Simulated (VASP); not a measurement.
# Sm (I4/mmm) in VASP: reference runs

How does Sm come out in PBE? The cell is run as given and disturbed.

Program: VASP 6.6.1. These are calculated values, not measurements. Logs are shortened: lines on timing, memory, paths and dates and some standing lists are left out, and cuts for length are marked.

### Step 1. The crystal as given

It takes space group I4/mmm (No. 139, tetragonal). The conventional cell has a = 3.635 Å, b = 3.635 Å, c = 5.122 Å, α = 90.00°, β = 90.00°, γ = 90.00°. Sm (site symmetry 4/mmm) is surrounded by 12 Sm at 3.63 Å.

This isn't the form of Sm at room conditions, which is rhombohedral.

### Step 2. Single point, PBE, collinear spin, ferromagnetic start (cell strained at random at fixed volume)

INCAR

```
ALGO = Normal ; EDIFF = 1E-7
ENCUT = 520 ; GGA = PE
ISIF = 2 ; ISMEAR = -1
ISPIN = 2 ; LASPH = True
LCHARG = True ; LELF = True
LMAXMIX = 6 ; LORBIT = 11
LREAL = False ; LVHAR = True
LWAVE = False ; MAGMOM = 5
NBANDS = 18 ; NELM = 150
PREC = Accurate ; SIGMA = 0.05
```

KPOINTS

```
k-points
0
Gamma
  10 10 10
```

POSCAR

```
Sm
1.0
   -1.8525440000      1.8092880000      2.5538080000
    1.8624820000     -1.8411490000      2.5834680000
    1.7996080000      1.7882130000     -2.5764160000
Sm
1
Direct
    0.0041850000     -0.0153430000     -0.0014120000
```

Potentials or basis: VASP PAW PBE potentials, release 64 (Sm).

Command:

```sh
cat potpaw_PBE.64/Sm/POTCAR > POTCAR
mpirun -np 1 vasp_std > vasp.out
```

OUTCAR:

```text
EDIFF = 1E-7
   ENCUT = 520
   GGA = PE
   ISIF = 2
   ISMEAR = -1
   ISPIN = 2
   LASPH = True
   LORBIT = 11
   LREAL = False
   NELM = 150
   PREC = Accurate

 ion  position               nearest neighbor table
   1  0.004  0.985  0.999-

  LATTYP: Found a triclinic cell.
 ALAT       =     6.3210039342
 B/A-ratio  =     0.5685893048
 C/A-ratio  =     0.5720338588
 COS(alpha) =     0.0154388788
 COS(beta)  =     0.2974034307
 COS(gamma) =     0.8658174900

  Lattice vectors:

 A1 = (   3.6720280000,  -0.0847970000,   5.1443280000)
 A2 = (   1.8095460000,   1.7563520000,   2.5608600000)
 A3 = (  -1.7996080000,  -1.7882130000,   2.5764160000)

Analysis of symmetry for initial positions (statically):
=====================================================================
 Subroutine PRICEL returns:
 Original cell was already a primitive cell.

 Routine SETGRP: Setting up the symmetry group for a
 triclinic supercell.

 Subroutine GETGRP returns: Found  2 space group operations
 (whereof  1 operations were pure point group operations)
 out of a pool of  2 trial point group operations.

The static configuration has the point symmetry C_1 .
 The point group associated with its full space group is S_2 .

Analysis of symmetry for dynamics (positions and initial velocities):
=====================================================================
 Subroutine PRICEL returns:
 Original cell was already a primitive cell.

 Routine SETGRP: Setting up the symmetry group for a
 triclinic supercell.

 Subroutine GETGRP returns: Found  2 space group operations
 (whereof  1 operations were pure point group operations)
 out of a pool of  2 trial point group operations.

The dynamic configuration has the point symmetry C_1 .
 The point group associated with its full space group is S_2 .

Analysis of structural, dynamic, and magnetic symmetry:
=====================================================================
 Subroutine PRICEL returns:
 Original cell was already a primitive cell.

 Routine SETGRP: Setting up the symmetry group for a
 triclinic supercell.

 Subroutine GETGRP returns: Found  2 space group operations
 (whereof  1 operations were pure point group operations)
 out of a pool of  2 trial point group operations.

The overall configuration has the point symmetry C_1 .
 The point group associated with its full space group is S_2 .

 Subroutine INISYM returns: Found  2 space group operations
 (whereof  1 operations are pure point group operations),
 and found     1 'primitive' translations

----------------------------------------------------------------------------------------

                                     Primitive cell

  volume of cell :      33.8316

  direct lattice vectors                    reciprocal lattice vectors
    -1.852544000  1.809288000  2.553808000     0.003658556  0.279258697  0.196380553
     1.862482000 -1.841149000  2.583468000     0.272769878  0.005233891  0.194160479
     1.799608000  1.788213000 -2.576416000     0.277142938  0.282056424  0.001213163

  length of vectors
     3.636946197  3.678719308  3.615828272     0.341414889  0.334856822  0.395430786

  position of ions in fractional coordinates (direct lattice)
     0.004185000  0.984657000  0.998588000

  ion indices of the primitive-cell ions
   primitive index   ion index
                 1           1

----------------------------------------------------------------------------------------

 KPOINTS: k-points

Automatic generation of k-mesh.
 Grid dimensions read from file:
 generate k-points for:   10   10   10

 Generating k-lattice:

  Cartesian coordinates                     Fractional coordinates (reciprocal lattice)
     0.000365856  0.027925870  0.019638055     0.100000000  0.000000000  0.000000000
     0.027276988  0.000523389  0.019416048     0.000000000  0.100000000  0.000000000
     0.027714294  0.028205642  0.000121316     0.000000000 -0.000000000  0.100000000

  Length of vectors
     0.034141489  0.033485682  0.039543079

  Shift w.r.t. Gamma in fractional coordinates (k-lattice)
     0.000000000  0.000000000  0.000000000

 Subroutine IBZKPT returns following result:
 ===========================================

 Found    504 irreducible k-points:

 Following reciprocal coordinates:
            Coordinates               Weight
  0.000000  0.000000  0.000000      1.000000
  0.100000 -0.000000  0.000000      2.000000
  0.200000 -0.000000  0.000000      2.000000
  0.300000 -0.000000  0.000000      2.000000
  0.400000 -0.000000 -0.000000      2.000000
  0.500000 -0.000000  0.000000      1.000000
[... 16 lines left out ...]
 -0.400000  0.200000  0.000000      2.000000
 -0.300000  0.200000 -0.000000      2.000000
 [... further k-points ...]
   k-points           NKPTS =    504   k-points in BZ     NKDIM =    504   number of bands    NBANDS=     18
   number of dos      NEDOS =    301   number of ions     NIONS =      1
   total plane-waves  NPLWV =  21952
   dimension x,y,z NGX =    28 NGY =   28 NGZ =   28
   dimension x,y,z NGXF=    56 NGYF=   56 NGZF=   56
   ions per type =               1
   NGX,Y,Z   is equivalent  to a cutoff of  12.80, 12.65, 12.87 a.u.
   NGXF,Y,Z  is equivalent  to a cutoff of  25.60, 25.31, 25.75 a.u.
 SYSTEM =  unknown system
   PREC   = accura    normal or accurate (medium, high low for compatibility)
   ISTART =      0    job   : 0-new  1-cont  2-samecut
   ICHARG =      2    charge: 1-file 2-atom 10-const
   ISPIN  =      2    spin polarized calculation?
   LNONCOLLINEAR =      F non collinear calculations
   LSORBIT =      F    spin-orbit coupling
   LASPH  =      T    aspherical Exc in radial PAW
   ENCUT  =  520.0 eV  38.22 Ry    6.18 a.u.   6.76  6.84  6.72*2*pi/ulx,y,z
   NELM   =    150;   NELMIN=  2; NELMDL= -5     # of ELM steps
   EDIFF  = 0.1E-06   stopping-criterion for ELM
   LREAL  =      F    real-space projection
   EDIFFG = 0.1E-05   stopping-criterion for IOM
   NSW    =      0    number of steps for IOM
   IBRION =     -1    ionic relax: 0-MD 1-quasi-New 2-CG
   NFREE  =      0    steps in history (QN), initial steepest desc. (CG)
   ISIF   =      2    stress and relaxation
   ISYM   =      2    0-nonsym 1-usesym 2-fastsym
   POTIM  = 0.5000    time-step for ionic-motion
   TEBEG  =    0.0;   TEEND  =   0.0 temperature during run
   PSTRESS=    0.0 pullay stress
   NELECT =      16.0000    total number of electrons
   NUPDOWN=      -1.0000    fix difference up-down
   EMIN   =  10.00;   EMAX   =-10.00  energy-range for DOS
   EFERMI =   0.00;   METHOD = LEGACY
   ISMEAR =    -1;   SIGMA  =   0.05  broadening in eV -4-tet -1-fermi 0-gaus
   EFERMI_NEDOS =   21; number of points for ismear=-14 and -15
   IALGO  =     38    algorithm
   IMIX   =      4    mixing-type and parameters
     AMIX     =   0.40;   BMIX     =  1.00
     AMIX_MAG =   1.60;   BMIX_MAG =  1.00
  volume/ion in A,a.u.               =      33.83       228.31
  Fermi-wavevector in a.u.,A,eV,Ry     =   1.275481  2.410310 22.134677  1.626853
  Thomas-Fermi vector in A             =   2.408191
   LORBIT       =     11    0 simple, 1 ext, 2 COOP (PROOUT), +10 PAW based schemes
   GGA     = PE    functional components
   LHFCALC =     F    Hartree Fock is set to
   AEXX    =    0.0000 exact exchange contribution
   IVDW    =     0    specifies the selected vdW correction
   LEPSILON=     F    determine dielectric tensor
   LRPA    =     F    only Hartree local field effects (RPA)
 spin polarized calculation
  energy-cutoff  :      520.00
  volume of cell :       33.83
 maximum number of plane-waves:       925
   NGX = 13   NGY = 13   NGZ = 13

 number of electron      16.0000000 magnetization       6.5551477

 Free energy of the ion-electron system (eV)
  ---------------------------------------------------
  ext. energy  EPLUGINS =         0.00000000
  ---------------------------------------------------
  free energy    TOTEN  =        -9.31874689 eV

  energy without entropy =       -9.25235361  energy(sigma->0) =       -9.28555025

 E-fermi :   3.0716     XC(G=0):  -9.7763

 val. band max:        3.0714007811   @ k =  -0.1000   0.4000   0.4000
 cond. band min:       3.0720587324   @ k =  -0.4000   0.3000   0.3000
 fundamental gap:      0.0006579513
 Fermi energy:         3.0715900532

 spin component 1

 k-point     1 :       0.0000    0.0000    0.0000
  band No.  band energies     occupation
      1     -36.9447      1.00000
      2     -16.0957      1.00000
      3     -16.0849      1.00000
      4     -16.0671      1.00000
      5      -1.4578      1.00000
      6       2.7434      0.99859
[... 10 lines left out ...]
     17       7.5586      0.00000
     18      12.1803      0.00000
[... 463 lines left out ...]
 k-point    24 :      -0.3000    0.2000   -0.0000
  band No.  band energies     occupation
      1     -36.8746      1.00000
      2     -16.6370      1.00000
      3     -16.2533      1.00000
      4     -16.2434      1.00000
      5       0.5971      1.00000
      6       2.4943      0.99999
[... 10 lines left out ...]
     17       8.4167      0.00000
     18      14.2923      0.00000

 [... further k-points ...]

 spin component 2

 k-point     1 :       0.0000    0.0000    0.0000
  band No.  band energies     occupation
      1     -34.2526      1.00000
      2     -13.9993      1.00000
      3     -13.9874      1.00000
      4     -13.9651      1.00000
      5      -0.1844      1.00000
      6       5.9672      0.00000
[... 10 lines left out ...]
     17       8.8198      0.00000
     18      14.1403      0.00000
[... 463 lines left out ...]
 k-point    24 :      -0.3000    0.2000   -0.0000
  band No.  band energies     occupation
      1     -34.1696      1.00000
      2     -14.6100      1.00000
      3     -14.1786      1.00000
      4     -14.1669      1.00000
      5       1.8726      1.00000
      6       4.2345      0.00000
[... 10 lines left out ...]
     17       9.7940      0.00000
     18      15.5194      0.00000

 [... further k-points ...]

------------------------ aborting loop because EDIFF is reached ----------------------------------------

  FORCE on cell =-STRESS in cart. coord.  units (eV):
  Direction    XX          YY          ZZ          XY          YZ          ZX
  --------------------------------------------------------------------------------------
  -------------------------------------------------------------------------------------
  Total        0.5000444      0.6711600      0.5864565      0.0405587      0.0566953     -0.0108575
  in kB       23.6808406     31.7844425     27.7730994      1.9207568      2.6849474     -0.5141837
  external PRESSURE =      27.7461275 kB  Pullay stress =       0.0000000 kB

 VOLUME and BASIS-vectors are now :
 -----------------------------------------------------------------------------
  energy-cutoff  :      520.00
  volume of cell :       33.83
      direct lattice vectors                 reciprocal lattice vectors
    -1.852544000  1.809288000  2.553808000     0.003658556  0.279258697  0.196380553
     1.862482000 -1.841149000  2.583468000     0.272769878  0.005233891  0.194160479
     1.799608000  1.788213000 -2.576416000     0.277142938  0.282056424  0.001213163

 POSITION                                       TOTAL-FORCE (eV/Angst)
 -----------------------------------------------------------------------------------
      3.62322     -0.01964     -0.01826        -0.000000      0.000000      0.000000
 -----------------------------------------------------------------------------------
    total drift:                               -0.000000     -0.000001     -0.000006

  FREE ENERGIE OF THE ION-ELECTRON SYSTEM (eV)
  ---------------------------------------------------
  free  energy   TOTEN  =        -9.3187468948 eV

  energy  without entropy=       -9.2523536128  energy(sigma->0) =       -9.28555025

 total charge

# of ion       s       p       d       f       tot
--------------------------------------------------
    1        2.082   5.611   0.465   5.507  13.665

 magnetization (x)

# of ion       s       p       d       f       tot
--------------------------------------------------
    1       -0.002  -0.057   0.263   5.501   5.705
```

Wall time 11 min (1 thread of Intel Xeon 6975P-C (Granite Rapids), shared host); peak memory 0.6 GiB.

Results:

| Item | Value |
| --- | --- |
| Free energy | -9.3187 eV |
| Pressure | 2.8 GPa |
| Band gap on the k mesh | none (metal or under the smearing width) |
| Net moment | 6.56 μB per cell |
| Site moments | Sm +5.71 μB |
| Valence electrons inside the program's atomic spheres | Sm 13.66 |

Caveat: the magnetic or orbital state may not be the lowest; spin-orbit coupling is left out, which moves the levels of the heavy elements.

### Step 3. Single point, PBE, collinear spin, ferromagnetic start

INCAR

```
SYSTEM = Sm
  PREC = Accurate
  ENCUT = 520
  EDIFF = 1E-7
  ISMEAR = -1
  SIGMA = 0.05
  LREAL = .FALSE.
  LASPH = .TRUE.
  NELM = 120
  ALGO = Normal
  ISIF = 2
  LWAVE = .FALSE.
  LCHARG = .FALSE.
  ISPIN = 2
  MAGMOM = 5
  LORBIT = 11
  LMAXMIX = 6
  GGA = PE
  NBANDS = 18
```

KPOINTS

```
Automatic mesh
0
G
  10 10 10
  0 0 0
```

POSCAR

```
Sm
1.0
   -1.8173030691      1.8173030691      2.5609871902
    1.8173030691     -1.8173030691      2.5609871902
    1.8173030691      1.8173030691     -2.5609871902
Sm
1
Direct
    0.0000000000      0.0000000000      0.0000000000
```

Potentials or basis: VASP PAW PBE potentials, release 64 (Sm).

Command:

```sh
cat potpaw_PBE.64/Sm/POTCAR > POTCAR
mpirun -np 1 vasp_std > vasp.out
```

Wall time 3.4 min (1 thread of Intel Xeon Platinum 8488C (Sapphire Rapids), shared host); peak memory 0.26 GiB.

Results (log left out):

| Property | Result |
| --- | --- |
| Free energy | -9.3205 eV |
| Pressure | 2.8 GPa |
| Band gap on the k mesh | none (metal or under the smearing width) |
| Net moment | 6.56 μB per cell |
| Site moments | Sm +5.71 μB |
| Valence electrons inside the program's atomic spheres | Sm 13.66 |

Levels at points of the mesh, in eV from the Fermi level:
Spin up:
| k point | band 8 | band 9 | band 10 | band 11 | band 12 | band 13 | band 14 | band 15 | band 16 | band 17 |
| --- | --- | --- | --- | --- | --- | --- | --- | --- | --- | --- |
| (0.00, 0.00, 0.00) | -0.24 | -0.24 | -0.23 | -0.23 | -0.22 | 1.80 | 1.80 | 1.83 | 4.28 | 4.33 |
| (0.50, 0.00, 0.00) | -0.39 | -0.23 | -0.03 | -0.03 | -0.03 | 1.60 | 1.61 | 1.63 | 6.15 | 6.18 |
| (0.50, 0.50, 0.00) | -0.46 | -0.46 | -0.17 | -0.05 | -0.05 | 0.10 | 3.15 | 6.23 | 6.70 | 6.74 |
| (0.50, 0.50, 0.50) | -0.46 | -0.46 | -0.18 | -0.05 | -0.05 | 0.10 | 3.19 | 6.22 | 6.72 | 6.72 |
Spin down:
```csv
k point,band 1,band 2,band 3,band 4,band 5,band 6,band 7,band 8,band 9,band 10
"(0.00, 0.00, 0.00)",-37.32,-17.06,-17.06,-17.05,-3.26,2.95,3.07,3.07,3.10,3.53
"(0.50, 0.00, 0.00)",-37.20,-18.18,-17.20,-17.19,-0.79,2.48,2.77,2.81,3.19,3.70
"(0.50, 0.50, 0.00)",-37.16,-18.09,-17.45,-17.44,-1.04,0.09,3.43,3.64,3.71,3.72
"(0.50, 0.50, 0.50)",-37.16,-18.09,-17.45,-17.45,-1.04,0.08,3.44,3.64,3.71,3.71
```

Caveat: the magnetic or orbital state may not be the lowest; spin-orbit coupling is left out, which moves the levels of the heavy elements. The state reached can hang on the start; a lower one may exist.
